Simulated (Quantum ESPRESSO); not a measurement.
# Cu (I4/mmm) in Quantum ESPRESSO: notebook

Runs on Cu. Level: PBEsol. Tasks: single point.

All numbers are computed with Quantum ESPRESSO 7.5; they aren't measurements. Logs are shortened: lines on timing, memory, paths and dates and some standing lists are left out, and cuts for length are marked.

### 1 The crystal as given

The structure is tetragonal, space group I4/mmm (No. 139). The conventional cell has a = 2.770 Å, b = 2.770 Å, c = 2.752 Å, α = 90.00°, β = 90.00°, γ = 90.00°. Cu (site symmetry 4/mmm) is surrounded by 10 Cu at 2.39 to 2.75 Å.

This isn't the form of Cu at room conditions, which is fcc.

### 2 Single point, PBEsol, 10.56 Å³/atom

pw.in reads:

```
&CONTROL
  calculation = 'scf'
  prefix = 'pwscf'
  outdir = './tmp'
  pseudo_dir = './pseudo'
  tprnfor = .true.
  tstress = .true.
  disk_io = 'nowf'
/
&SYSTEM
  ibrav = 0
  nat = 1
  ntyp = 1
  ecutwfc = 56
  ecutrho = 448
  nbnd = 16
  occupations = 'smearing'
  smearing = 'fd'
  degauss = 0.00367493
/
&ELECTRONS
  conv_thr = 2d-10
  electron_maxstep = 120
  mixing_beta = 0.5
/
ATOMIC_SPECIES
Cu    63.5460 cu_pbesol_v1.2.uspp.F.UPF
CELL_PARAMETERS angstrom
  -1.3850815872    1.3850815872    1.3760814500
   1.3850815872   -1.3850815872    1.3760814500
   1.3850815872    1.3850815872   -1.3760814500
ATOMIC_POSITIONS angstrom
Cu     0.0000000000    0.0000000000    0.0000000000
K_POINTS automatic
13 13 13 0 0 0
```

Potentials or basis: GBRV 1.5 PBEsol.

Command:

```
> OMP_NUM_THREADS=1 mpirun -n 2 pw.x -nk 2 -in pw.in > pw.out
```

pw.out:

```text
This program is part of the open-source Quantum ESPRESSO suite
     for quantum simulation of materials; please cite
[... 13 lines left out ...]
     --------------------
     sticks:   dense  smooth     PW     G-vecs:    dense   smooth      PW
     Sum         689     345    117                11425     4077     791

     Using Slab Decomposition

     bravais-lattice index     =            0
     lattice parameter (alat)  =       4.5237  a.u.
     unit-cell volume          =      71.2609 (a.u.)^3
     number of atoms/cell      =            1
     number of atomic types    =            1
     number of electrons       =        19.00
     number of Kohn-Sham states=           16
     kinetic-energy cutoff     =      56.0000  Ry
     charge density cutoff     =     448.0000  Ry
     scf convergence threshold =      2.0E-10
     mixing beta               =       0.5000
     number of iterations used =            8  plain     mixing
     Exchange-correlation= SLA  PW   PSX  PSC
                           (   1   4  10   8   0   0   0)

     celldm(1)=   4.523715  celldm(2)=   0.000000  celldm(3)=   0.000000
     celldm(4)=   0.000000  celldm(5)=   0.000000  celldm(6)=   0.000000

     crystal axes: (cart. coord. in units of alat)
               a(1) = (  -0.578601   0.578601   0.574841 )
               a(2) = (   0.578601  -0.578601   0.574841 )
               a(3) = (   0.578601   0.578601  -0.574841 )

     reciprocal axes: (cart. coord. in units 2 pi/alat)
               b(1) = (  0.000000  0.864154  0.869806 )
               b(2) = (  0.864154  0.000000  0.869806 )
               b(3) = (  0.864154  0.864154  0.000000 )

     PseudoPot. # 1 for Cu read from file:
     cu_pbesol_v1.2.uspp.F.UPF
     Pseudo is Ultrasoft + core correction, Zval = 19.0
     Generated by new atomic code, or converted to UPF format
     Using radial grid of  867 points,  6 beta functions with:
                l(1) =   0
                l(2) =   0
                l(3) =   1
                l(4) =   1
                l(5) =   2
                l(6) =   2
     Q(r) pseudized with  8 coefficients,  rinner =    1.150   1.150   1.150
                                                       1.150   1.150

     atomic species   valence    mass     pseudopotential
     Cu               19.00    63.54600     Cu( 1.00)

     16 Sym. Ops., with inversion, found

   Cartesian axes

     site n.     atom                  positions (alat units)
         1        Cu     tau(   1) = (   0.0000000   0.0000000   0.0000000  )

     number of k points=   196  Fermi-Dirac smearing, width (Ry)=  0.0037

     Number of k-points >= 100: set verbosity='high' to print them.

     Dense  grid:    11425 G-vectors     FFT dimensions: (  32,  32,  32)

     Smooth grid:     4077 G-vectors     FFT dimensions: (  24,  24,  24)

     Check: negative core charge=   -0.000002

     Initial potential from superposition of free atoms

     starting charge      18.0000, renormalised to      19.0000
     Starting wfcs are   13 randomized atomic wfcs +    3 random wfcs

     Self-consistent Calculation

     iteration #  1     ecut=    56.00 Ry     beta= 0.50
     Davidson diagonalization with overlap
     ethr =  1.00E-02,  avg # of iterations =  5.8

     total energy              =    -401.07134523 Ry
     estimated scf accuracy    <       4.95051425 Ry

     iteration #  2     ecut=    56.00 Ry     beta= 0.50
     Davidson diagonalization with overlap
     ethr =  1.00E-02,  avg # of iterations =  2.6

     total energy              =    -402.96609184 Ry
     estimated scf accuracy    <       5.05803871 Ry

     iteration #  3     ecut=    56.00 Ry     beta= 0.50
     Davidson diagonalization with overlap
     ethr =  1.00E-02,  avg # of iterations =  2.0

     total energy              =    -403.51831269 Ry
     estimated scf accuracy    <       0.18053196 Ry

     iteration #  4     ecut=    56.00 Ry     beta= 0.50
     Davidson diagonalization with overlap
     ethr =  9.50E-04,  avg # of iterations =  1.2

     total energy              =    -403.52561320 Ry
     estimated scf accuracy    <       0.07686343 Ry

     iteration #  5     ecut=    56.00 Ry     beta= 0.50
     Davidson diagonalization with overlap
     ethr =  4.05E-04,  avg # of iterations =  1.1

     total energy              =    -403.49139817 Ry
     estimated scf accuracy    <       0.09526233 Ry

     iteration #  6     ecut=    56.00 Ry     beta= 0.50
     Davidson diagonalization with overlap
     ethr =  4.05E-04,  avg # of iterations =  1.9

     total energy              =    -403.50785666 Ry
     estimated scf accuracy    <       0.00067379 Ry

     iteration #  7     ecut=    56.00 Ry     beta= 0.50
     Davidson diagonalization with overlap
     ethr =  3.55E-06,  avg # of iterations =  3.1

     total energy              =    -403.50808784 Ry
     estimated scf accuracy    <       0.00087481 Ry

     iteration #  8     ecut=    56.00 Ry     beta= 0.50
     Davidson diagonalization with overlap
     ethr =  3.55E-06,  avg # of iterations =  1.7

     total energy              =    -403.50800491 Ry
     estimated scf accuracy    <       0.00048265 Ry

     iteration #  9     ecut=    56.00 Ry     beta= 0.50
     Davidson diagonalization with overlap
     ethr =  2.54E-06,  avg # of iterations =  2.1

     total energy              =    -403.50804908 Ry
     estimated scf accuracy    <       0.00027238 Ry

     iteration # 10     ecut=    56.00 Ry     beta= 0.50
     Davidson diagonalization with overlap
     ethr =  1.43E-06,  avg # of iterations =  1.0

     total energy              =    -403.50799297 Ry
     estimated scf accuracy    <       0.00027742 Ry

     iteration # 11     ecut=    56.00 Ry     beta= 0.50
     Davidson diagonalization with overlap
     ethr =  1.43E-06,  avg # of iterations =  1.0

     total energy              =    -403.50800169 Ry
     estimated scf accuracy    <       0.00003942 Ry

     iteration # 12     ecut=    56.00 Ry     beta= 0.50
     Davidson diagonalization with overlap
     ethr =  2.07E-07,  avg # of iterations =  1.1

     total energy              =    -403.50800685 Ry
     estimated scf accuracy    <       0.00000107 Ry

     iteration # 13     ecut=    56.00 Ry     beta= 0.50
     Davidson diagonalization with overlap
     ethr =  5.65E-09,  avg # of iterations =  2.8

     total energy              =    -403.50800723 Ry
     estimated scf accuracy    <       0.00000032 Ry

     iteration # 14     ecut=    56.00 Ry     beta= 0.50
     Davidson diagonalization with overlap
     ethr =  1.66E-09,  avg # of iterations =  2.0

     total energy              =    -403.50800681 Ry
     estimated scf accuracy    <       0.00000246 Ry

     iteration # 15     ecut=    56.00 Ry     beta= 0.50
     Davidson diagonalization with overlap
     ethr =  1.66E-09,  avg # of iterations =  2.0

     total energy              =    -403.50800716 Ry
     estimated scf accuracy    <       0.00000003 Ry

     iteration # 16     ecut=    56.00 Ry     beta= 0.50
     Davidson diagonalization with overlap
     ethr =  1.70E-10,  avg # of iterations =  1.0

     total energy              =    -403.50800716 Ry
     estimated scf accuracy    <       0.00000005 Ry

     iteration # 17     ecut=    56.00 Ry     beta= 0.50
     Davidson diagonalization with overlap
     ethr =  1.70E-10,  avg # of iterations =  1.0

     total energy              =    -403.50800716 Ry
     estimated scf accuracy    <       0.00000005 Ry

     iteration # 18     ecut=    56.00 Ry     beta= 0.50
     Davidson diagonalization with overlap
     ethr =  1.70E-10,  avg # of iterations =  1.0

     total energy              =    -403.50800718 Ry
     estimated scf accuracy    <       0.00000005 Ry

     iteration # 19     ecut=    56.00 Ry     beta= 0.50
     Davidson diagonalization with overlap
     ethr =  1.70E-10,  avg # of iterations =  1.0

     total energy              =    -403.50800718 Ry
     estimated scf accuracy    <       0.00000001 Ry

     iteration # 20     ecut=    56.00 Ry     beta= 0.50
     Davidson diagonalization with overlap
     ethr =  5.80E-11,  avg # of iterations =  1.0

     total energy              =    -403.50800718 Ry
     estimated scf accuracy    <          5.0E-09 Ry

     iteration # 21     ecut=    56.00 Ry     beta= 0.50
     Davidson diagonalization with overlap
     ethr =  2.64E-11,  avg # of iterations =  1.1

     End of self-consistent calculation

     Number of k-points >= 100: set verbosity='high' to print the bands.

     the Fermi energy is    18.3004 ev

!    total energy              =    -403.50800718 Ry
     estimated scf accuracy    <          2.1E-11 Ry
     smearing contrib. (-TS)   =      -0.00019044 Ry
     internal energy E=F+TS    =    -403.50781673 Ry

     The total energy is F=E-TS. E is the sum of the following terms:
     one-electron contribution =    -252.67164975 Ry
     hartree contribution      =     139.13259005 Ry
     xc contribution           =     -38.45815930 Ry
     ewald contribution        =    -251.51059773 Ry

     convergence has been achieved in  21 iterations

     Forces acting on atoms (cartesian axes, Ry/au):

     atom    1 type  1   force =     0.00000000    0.00000000    0.00000000

     Total force =     0.000000     Total SCF correction =     0.000000

     Computing stress (Cartesian axis) and pressure

          total   stress  (Ry/bohr**3)                   (kbar)     P=      146.32
   0.00099485   0.00000000   0.00000000          146.35        0.00        0.00
   0.00000000   0.00099485   0.00000000            0.00      146.35        0.00
   0.00000000   0.00000000   0.00099424            0.00        0.00      146.26

=------------------------------------------------------------------------------=
   JOB DONE.
=------------------------------------------------------------------------------=
```

Run time: 21 s. Hardware: 2 MPI ranks of Arm Neoverse V2, shared host; peak memory 0.14 GiB.

Results:

```
Free energy            : -5490.0061 eV
Pressure               : 14.6 GPa
Band gap on the k mesh : none (metal or under the smearing width)
```

### 3 Single point, PBEsol, 11.00 Å³/atom

pw.in, as its differences from that of step 2:

```diff
@@ -28,5 +28,5 @@
 CELL_PARAMETERS angstrom
-  -1.3850815872    1.3850815872    1.3760814500
-   1.3850815872   -1.3850815872    1.3760814500
-   1.3850815872    1.3850815872   -1.3760814500
+  -1.4139374536    1.4139374536    1.3760814500
+   1.4139374536   -1.4139374536    1.3760814500
+   1.4139374536    1.4139374536   -1.3760814500
 ATOMIC_POSITIONS angstrom
```

Potentials or basis: GBRV 1.5 PBEsol.

Command:

```
> OMP_NUM_THREADS=1 mpirun -n 2 pw.x -nk 2 -in pw.in > pw.out
```

Run time: 20 s. Hardware: 2 MPI ranks of Arm Neoverse V2, shared host; peak memory 0.14 GiB.

Results (log left out):

```yaml
Free_energy: -5490.0355 eV
Pressure: 5.7 GPa
Band_gap_on_the_k_mesh: none (metal or under the smearing width)
```
